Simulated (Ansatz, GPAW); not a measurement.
# Geometry or basis: what sets the conductance of an Ir chain with an Ag atom bridging one bond, part 3 of 4

Wanted: T(E) of an Ir chain with an Ag atom bridging one bond at a relaxed geometry in two programs, beside the unrelaxed structure.

GPAW 26.7.0 and Ansatz 0.2.0; Ansatz plane waves; relaxation of the junction with the lead ends held; PAW set soft_1 (the session's first sound run).

So far, transmission at the Fermi level (one spin): step 3 (plane-wave reference (PBE)) 3.18. Also conductance of the perfect lead (G₀): step 3 5.79.

**4. GPAW, dzp**

The script solves lead and junction separately, takes H and S in the orbital basis, and joins semi-infinite leads through their self-energies; the dzp basis is the working standard.

This step: GPAW LCAO, PAW setups; Landauer transmission from Green's functions with principal layers (ASE), zero bias (GPAW 26.7.0).

Input file run.py:

```python
import json
import numpy as np
from ase import Atoms
from ase.transport.calculators import TransportCalculator
from gpaw import GPAW, FermiDirac
from gpaw.lcao.tools import get_lcao_hamiltonian
from scipy.linalg import eigh

# The junction with lead layers at both ends, along the third cell vector
device = Atoms(
    ['Ir', 'Ir', 'Ir', 'Ir', 'Ir', 'Ir', 'Ir', 'Ir', 'Ag', 'Ir', 'Ir', 'Ir', 'Ir', 'Ir', 'Ir', 'Ir', 'Ir'],
    positions=[
        [4.50000, 4.50000, 1.15000],
        [4.50000, 4.50000, 3.45000],
        [4.50000, 4.50000, 5.75000],
        [4.50000, 4.50000, 8.05000],
        [4.50000, 4.50000, 10.35000],
        [4.50000, 4.50000, 12.65000],
        [4.62287, 4.01123, 15.01661],
        [4.51624, 4.81485, 17.27167],
        [6.85729, 4.69752, 18.50959],
        [4.55717, 4.18658, 19.72031],
        [4.55107, 4.98497, 21.98292],
        [4.50000, 4.50000, 24.35000],
        [4.50000, 4.50000, 26.65000],
        [4.50000, 4.50000, 28.95000],
        [4.50000, 4.50000, 31.25000],
        [4.50000, 4.50000, 33.55000],
        [4.50000, 4.50000, 35.85000]],
    cell=[[9.0, 0.0, 0.0], [0.0, 9.0, 0.0], [0.0, 0.0, 37.0]],
    pbc=True)

# One principal layer of the lead: the first 5 atoms of the device
lead = Atoms(
    ['Ir', 'Ir', 'Ir', 'Ir', 'Ir'],
    positions=[
        [4.50000, 4.50000, 1.15000],
        [4.50000, 4.50000, 3.45000],
        [4.50000, 4.50000, 5.75000],
        [4.50000, 4.50000, 8.05000],
        [4.50000, 4.50000, 10.35000]],
    cell=[[9.0, 0.0, 0.0], [0.0, 9.0, 0.0], [0.0, 0.0, 11.5]],
    pbc=True)

settings = dict(mode='lcao', basis='dzp', xc='PBE', h=0.2,
                occupations=FermiDirac(0.1), maxiter=250,
                mixer=dict(beta=0.1, nmaxold=8, weight=100.0),
                convergence=dict(density=0.0001))
energies = np.arange(-2, 2 + 1e-9, 0.025)
eta = 0.0001
n1, n2 = 1, 1
# k and -k transmit alike, so half of the mesh across the current serves
mesh = [(i, j) for i in range(n1) for j in range(n2) if (i, j) <= (-i % n1, -j % n2)]
weights = np.array([1 if (i, j) == (-i % n1, -j % n2) else 2 for i, j in mesh]) / (n1 * n2)

# [... helper functions left out ...]
fermi_lead = ground_state(lead, (1, 1, 10), 'lead.txt')
fermi_device = ground_state(device, (1, 1, 2), 'device.txt')
# [... loop over the mesh left out, but for ...]
        # Shift the lead onto the potential of the device's first layer
        shift = ((H[:, 0, 0] - H0[:, 0, 0]) / S0[0, 0]).real.mean()
# [...]
kT = 8.617333e-5 * 300
bias = [0.1, 0.2, 0.5, 1.0, 1.5, 2.0]
# [... integrals and printing left out ...]
```

Launch:

```sh
OMP_NUM_THREADS=1 OPENBLAS_NUM_THREADS=1 python run.py
```

Numbers of over 12 decimals in the logs are rounded to 6 here.

The log of the run:

```text
basis functions: device 459, principal layer 135
Fermi level: lead -3.8817 eV, device -3.6972 eV; lead shifted by -0.0032 eV
largest coupling past the next layer 1.48e-06 eV, largest misfit of the first layer 0.101 eV
  E-E_F (eV)   T (one spin)  [channel counts left out]
    -2.000    1.8640e+00
    -1.975    1.8931e+00
    -1.950    1.9233e+00
    -1.925    1.9538e+00
    -1.900    1.9846e+00
    -1.875    2.0230e+00
    -1.850    2.0464e+00
    -1.825    2.0786e+00
    -1.800    2.1112e+00
    -1.775    2.1445e+00
    -1.750    2.1785e+00
    -1.725    2.2139e+00
    -1.700    2.2496e+00
    -1.675    2.2864e+00
    -1.650    2.3241e+00
    -1.625    2.3626e+00
[...]
1.825    1.0031e+00
     1.850    1.0002e+00
     1.875    9.9471e-01
     1.900    9.8470e-01
     1.925    9.6222e-01
     1.950    9.2334e-01
     1.975    9.1772e-01
     2.000    9.1533e-01
conductance at 300 K: 3.1523 G0 a cell; thermopower 8.849 uV/K
current from the zero-bias T(E) at 0.1 V: 24.303 uA
current from the zero-bias T(E) at 0.2 V: 47.888 uA
current from the zero-bias T(E) at 0.5 V: 115.68 uA
current from the zero-bias T(E) at 1.0 V: 241.53 uA
current from the zero-bias T(E) at 1.5 V: 373.92 uA
current from the zero-bias T(E) at 2.0 V: 489.77 uA
```

Elapsed: 6.4 min, on 1 thread of Arm Neoverse V1, shared host; peak memory 1.4 GiB.

This step gave:

- conductance: 3.152 G₀
- largest coupling past the next principal layer: 1.48e-6 eV
- largest misfit of the first principal layer: 0.1011 eV
- shift that aligns the lead: -0.003234 eV
- basis functions of the junction: 459
- basis functions of a principal layer: 135
- transmission at the Fermi level (one spin): 3.188

One spin. The transmission, zone mean by energy, zero at the Fermi level:

energy (eV), transmission, zone mean and a bar from the least value:
```
   -2.000       1.86 #######
   -1.800       2.11 #########
   -1.600       2.40 ###########
   -1.400       2.74 #############
   -1.200       3.13 ################
   -1.000       3.65 ####################
   -0.800       4.67 ###########################
   -0.600       5.04 ##############################
   -0.575       5.05 ##############################
   -0.400       4.56 ##########################
   -0.200       3.72 ####################
    0.000       3.19 ################
    0.200       2.02 ########
    0.400       2.08 ########
    0.600       1.93 #######
    0.800       1.68 ######
    1.000       1.69 ######
    1.200       1.56 #####
    1.400       1.04 #
    1.600       0.99 #
    1.800       1.00 #
    2.000       0.92
```

Not self-consistent under bias; the bias window is split evenly. Current through one cell, from the zero-bias transmission against bias:

```
bias (V)  current through one cell, from the zero-bias transmission (μA)
   0.100                                                            24.3
   0.200                                                            47.9
   0.500                                                             116
   1.000                                                             242
   1.500                                                             374
   2.000                                                             490
```

Transmission of the three most open eigenchannels against energy, zero at the Fermi level:

```
energy (eV)  channel 1  channel 2  channel 3
     -2.000      0.875      0.717      0.217
     -1.900      0.872      0.754      0.310
     -1.800      0.876      0.796      0.387
     -1.700      0.890      0.833      0.470
     -1.600      0.911      0.865      0.564
     -1.500      0.933      0.891      0.666
     -1.400      0.956      0.912      0.768
     -1.300      0.974      0.933      0.866
     -1.200      0.976      0.951      0.920
     -1.100      0.978      0.969      0.951
     -1.000      0.989      0.977      0.958
     -0.900      0.998      0.981      0.900
     -0.800      0.988      0.986      0.973
     -0.700      0.994      0.988      0.937
     -0.600      0.994      0.987      0.962
     -0.500      0.997      0.995      0.963
     -0.400      0.998      0.991      0.940
     -0.300      0.997      0.987      0.917
     -0.200      0.995      0.976      0.920
     -0.100      0.994      0.967      0.939
      0.000      0.993      0.958      0.946
      0.100      0.994      0.746      0.628
      0.200      0.996      0.682      0.261
      0.300      0.997      0.831      0.119
      0.400      0.998      0.964     0.0633
      0.500      0.994      0.984     0.0388
      0.600      0.993      0.889     0.0244
      0.700      0.990      0.771     0.0132
      0.800      0.983      0.684    0.00739
      0.900      0.987      0.658    0.00389
      1.000      0.983      0.700    0.00197
      1.100      0.930      0.801     8.2e-4
      1.200      0.896      0.660     2.1e-4
      1.300      0.940      0.259     4.5e-6
      1.400      0.961     0.0760     6.4e-5
      1.500      0.975     0.0226     1.8e-4
      1.600      0.986    0.00873     6.9e-5
      1.700      0.995    0.00593     6.1e-5
      1.800      0.999    0.00507     4.4e-4
      1.900      0.982    0.00230     3.4e-4
      2.000      0.915     1.9e-7    3.3e-10
```

At the Fermi level T is 3.19 against 3.18 in plane waves. Couplings past the next layer reach 1.5e-6 eV, small enough to drop; the matrix elements of the cell's first layer differ from the bulk lead's by up to 0.10 eV. That layer keeps its own values in the calculation, and only beyond it is the lead taken as perfect. The Fermi levels of lead and junction count from different zeros of potential, one for each periodic cell; with both set to zero, the small remaining shift is what aligns them. Without spin-orbit coupling, which is large for these atoms, channel counts and T are those of the scalar-relativistic bands. By hand: G = 3.152 × 77.48 μS = 244 μS, a resistance of 4.09 kΩ; at 0.1 V a linear junction would pass 24.4 μA, and the integral over the bias window gives 24.3 μA.

**5. GPAW, szp: basis = "szp(dzp)"**

One radial function a shell plus polarisation makes the matrices smaller; the question is what that costs.

run.py: that of step 4 with these lines changed.

```diff
@@ -44,3 +44,3 @@
 
-settings = dict(mode='lcao', basis='dzp', xc='PBE', h=0.2,
+settings = dict(mode='lcao', basis='szp(dzp)', xc='PBE', h=0.2,
                 occupations=FermiDirac(0.1), maxiter=250,
```

The log of the run:

```text
basis functions: device 255, principal layer 75
Fermi level: lead -3.5970 eV, device -3.4265 eV; lead shifted by -0.0043 eV
largest coupling past the next layer 1.48e-06 eV, largest misfit of the first layer 0.101 eV
  E-E_F (eV)   T (one spin)  [channel counts left out]
    -2.000    1.9963e+00
    -1.975    2.0179e+00
    -1.950    2.0422e+00
[...]
1.975    9.1263e-01
     2.000    9.0956e-01
conductance at 300 K: 3.1569 G0 a cell; thermopower 9.477 uV/K
current from the zero-bias T(E) at 0.1 V: 24.342 uA
current from the zero-bias T(E) at 0.2 V: 47.963 uA
current from the zero-bias T(E) at 0.5 V: 115.54 uA
current from the zero-bias T(E) at 1.0 V: 242.21 uA
current from the zero-bias T(E) at 1.5 V: 374.81 uA
current from the zero-bias T(E) at 2.0 V: 490.29 uA
```

Elapsed: 3.4 min, on 1 thread; peak memory 1.4 GiB.

Numbers from this step:

```yaml
conductance: 3.157 G₀
largest_misfit_of_the_first_principal_layer: 0.1005 eV
shift_that_aligns_the_lead: -0.004318 eV
basis_functions_of_the_junction: 255
basis_functions_of_a_principal_layer: 75
transmission_at_the_fermi_level_one_spin: 3.193
```

One spin. Table of transmission, zone mean by energy, zero at the Fermi level:

energy (eV), transmission, zone mean and a bar from the least value:
```
   -2.000       2.00 ########
   -1.900       2.09 #########
   -1.800       2.20 #########
   -1.700       2.33 ##########
   -1.600       2.47 ###########
   -1.500       2.63 ############
   -1.400       2.79 ##############
   -1.300       3.00 ###############
   -1.200       3.15 ################
   -1.100       3.33 ##################
   -1.000       3.57 ###################
   -0.900       3.98 ######################
   -0.800       4.62 ###########################
   -0.700       4.81 ############################
   -0.600       5.02 ##############################
   -0.550       5.06 ##############################
   -0.500       5.02 ##############################
   -0.400       4.67 ###########################
   -0.300       4.21 ########################
   -0.200       3.80 #####################
   -0.100       3.46 ##################
    0.000       3.19 ################
    0.100       2.38 ###########
    0.200       1.92 #######
    0.300       1.96 ########
    0.400       2.04 ########
    0.500       2.04 ########
    0.600       1.95 ########
    0.700       1.84 #######
    0.800       1.77 ######
    0.900       1.80 ######
    1.000       1.81 #######
    1.100       1.55 #####
    1.200       1.19 ##
    1.300       1.04 #
    1.400       1.00 #
    1.500       1.00 #
    1.600       1.00 #
    1.700       1.01 #
    1.800       1.01 #
    1.900       0.99 #
    2.000       0.91
```

The conductance equals that of the dzp run to 0.2 %.

**6. Minimal basis**

One function for each valence shell of the setup, as for a first survey of a large system.

run.py: that of step 5 with these lines changed.

```diff
@@ -44,3 +44,3 @@
 
-settings = dict(mode='lcao', basis='szp(dzp)', xc='PBE', h=0.2,
+settings = dict(mode='lcao', basis='sz(dzp)', xc='PBE', h=0.2,
                 occupations=FermiDirac(0.1), maxiter=250,
```

The log of the run:

```text
basis functions: device 204, principal layer 60
Fermi level: lead -3.6006 eV, device -3.4206 eV; lead shifted by -0.0060 eV
largest coupling past the next layer 1.47e-06 eV, largest misfit of the first layer 0.048 eV
  E-E_F (eV)   T (one spin)  [channel counts left out]
    -2.000    2.0497e+00
    -1.975    2.0721e+00
    -1.950    2.0956e+00
[...]
1.975    9.0975e-01
     2.000    9.0783e-01
conductance at 300 K: 3.16 G0 a cell; thermopower 9.961 uV/K
current from the zero-bias T(E) at 0.1 V: 24.365 uA
current from the zero-bias T(E) at 0.2 V: 47.972 uA
current from the zero-bias T(E) at 0.5 V: 115.17 uA
current from the zero-bias T(E) at 1.0 V: 240.98 uA
current from the zero-bias T(E) at 1.5 V: 371.74 uA
current from the zero-bias T(E) at 2.0 V: 486.34 uA
```

The job ended after 2.6 min (1 thread; peak memory 1.3 GiB).

This step gave:

* conductance: 3.160 G₀
* largest coupling past the next principal layer: 1.47e-6 eV
* largest misfit of the first principal layer: 0.04824 eV
* shift that aligns the lead: -0.005979 eV
* basis functions of the junction: 204
* basis functions of a principal layer: 60
* transmission at the Fermi level (one spin): 3.194

One spin. Table of transmission, zone mean by energy, zero at the Fermi level:

```
energy (eV)  transmission, zone mean
     -2.000                     2.05
     -1.900                     2.15
     -1.800                     2.26
     -1.700                     2.39
     -1.600                     2.54
     -1.500                     2.69
     -1.400                     2.85
     -1.300                     3.05
     -1.200                     3.19
     -1.100                     3.37
     -1.000                     3.59
     -0.900                     3.93
     -0.800                     4.54
     -0.700                     4.71
     -0.600                     4.93
     -0.525                     4.99
     -0.500                     4.96
     -0.400                     4.64
     -0.300                     4.21
     -0.200                     3.81
     -0.100                     3.48
      0.000                     3.19
      0.100                     2.36
      0.200                     1.88
      0.300                     1.93
      0.400                     2.03
      0.500                     2.03
      0.600                     1.94
      0.700                     1.84
      0.800                     1.78
      0.900                     1.81
      1.000                     1.82
      1.100                     1.60
      1.200                     1.23
      1.300                     1.06
      1.400                     1.01
      1.500                    0.998
      1.600                     1.00
      1.700                     1.01
      1.800                     1.01
      1.900                    0.983
      2.000                    0.908
```

The conductance, 3.16 G₀, lies 0.2 % above that of the dzp run.

**7. RPBE in the dzp basis: xc = "RPBE"**

Back in the dzp basis, the functional changes from PBE to RPBE, to set the spread between functionals beside that between bases.

run.py: that of step 6 with these lines changed.

```diff
@@ -44,3 +44,3 @@
 
-settings = dict(mode='lcao', basis='sz(dzp)', xc='PBE', h=0.2,
+settings = dict(mode='lcao', basis='dzp', xc='RPBE', h=0.2,
                 occupations=FermiDirac(0.1), maxiter=250,
```

The log of the run:

```text
basis functions: device 459, principal layer 135
Fermi level: lead -3.7906 eV, device -3.6046 eV; lead shifted by -0.0024 eV
largest coupling past the next layer 1.47e-06 eV, largest misfit of the first layer 0.103 eV
  E-E_F (eV)   T (one spin)  [channel counts left out]
    -2.000    1.8750e+00
    -1.975    1.8861e+00
    -1.950    1.9163e+00
[...]
1.975    9.1711e-01
     2.000    9.1453e-01
conductance at 300 K: 3.1366 G0 a cell; thermopower 8.919 uV/K
current from the zero-bias T(E) at 0.1 V: 24.173 uA
current from the zero-bias T(E) at 0.2 V: 47.613 uA
current from the zero-bias T(E) at 0.5 V: 115.09 uA
current from the zero-bias T(E) at 1.0 V: 240.38 uA
current from the zero-bias T(E) at 1.5 V: 372.57 uA
current from the zero-bias T(E) at 2.0 V: 488.48 uA
```

Elapsed: 5.8 min, on 1 thread; peak memory 1.4 GiB.

Numbers from this step:

```yaml
conductance: 3.137 G₀
largest_misfit_of_the_first_principal_layer: 0.1028 eV
shift_that_aligns_the_lead: -0.002426 eV
basis_functions_of_the_junction: 459
basis_functions_of_a_principal_layer: 135
transmission_at_the_fermi_level_one_spin: 3.176
```

The conductance, 3.14 G₀, lies 0.5 % below that of the dzp run.

**8. Without the relaxation: geometry = "as built"**

The dzp basis with PBE on the structure as first built shows what the relaxation was worth.

run.py: that of step 7 with these lines changed.

```diff
@@ -18,7 +18,7 @@
         [4.50000, 4.50000, 12.65000],
-        [4.62287, 4.01123, 15.01661],
-        [4.51624, 4.81485, 17.27167],
-        [6.85729, 4.69752, 18.50959],
-        [4.55717, 4.18658, 19.72031],
-        [4.55107, 4.98497, 21.98292],
+        [4.50000, 4.50000, 14.95000],
+        [4.50000, 4.50000, 17.25000],
+        [6.61376, 4.50000, 18.50000],
+        [4.50000, 4.50000, 19.75000],
+        [4.50000, 4.50000, 22.05000],
         [4.50000, 4.50000, 24.35000],
@@ -44,3 +44,3 @@
 
-settings = dict(mode='lcao', basis='dzp', xc='RPBE', h=0.2,
+settings = dict(mode='lcao', basis='dzp', xc='PBE', h=0.2,
                 occupations=FermiDirac(0.1), maxiter=250,
```

The log of the run:

```text
basis functions: device 459, principal layer 135
Fermi level: lead -3.8817 eV, device -3.6820 eV; lead shifted by -0.0231 eV
largest coupling past the next layer 1.48e-06 eV, largest misfit of the first layer 0.078 eV
  E-E_F (eV)   T (one spin)  channels
    -2.000    2.4743e+00    4.0000
    -1.975    2.4841e+00    4.0000
    -1.950    2.5034e+00    4.0000
[...]
1.975    9.9375e-01    1.0000
     2.000    9.9496e-01    1.0000
conductance at 300 K: 4.8867 G0 a cell; thermopower 12.54 uV/K
current from the zero-bias T(E) at 0.1 V: 37.435 uA
current from the zero-bias T(E) at 0.2 V: 73.231 uA
current from the zero-bias T(E) at 0.5 V: 177.27 uA
current from the zero-bias T(E) at 1.0 V: 346.79 uA
current from the zero-bias T(E) at 1.5 V: 509.6 uA
current from the zero-bias T(E) at 2.0 V: 658.8 uA
```

Run time: 5.1 min. Hardware: 1 thread; peak memory 1.4 GiB.

This step gave:

```
conductance                                    : 4.887 G₀
largest coupling past the next principal layer : 1.48e-6 eV
largest misfit of the first principal layer    : 0.07819 eV
shift that aligns the lead                     : -0.02309 eV
transmission at the Fermi level (one spin)     : 5.135
```

The conductance, 4.89 G₀, lies 55 % above that of the dzp run.

**9. Cost and result by level**

Times are wall times on the hardware named with each run. The runs compared:

```
no.       run  conductance (G₀)     time  memory (GiB)
  1    pw PBE             3.116  2.8 min           4.7
  2       dzp             3.152  6.4 min           1.4
  3       szp             3.157  3.4 min           1.4
  4        sz             3.160  2.6 min           1.3
  5  dzp RPBE             3.137  5.8 min           1.4
  6   asbuilt             4.887  5.1 min           1.4
```

(Part 3 of 4 ends here.)

[Logs are printed without paths, hosts, clocks, repeated set-up lines and the standing remarks that a program may print on its own settings, such as how far it seeks lower states.]

[Hosts, paths, dates, database ids (printed as entryN), source tags and the programs' standing remarks are cut or masked in the printed files.]
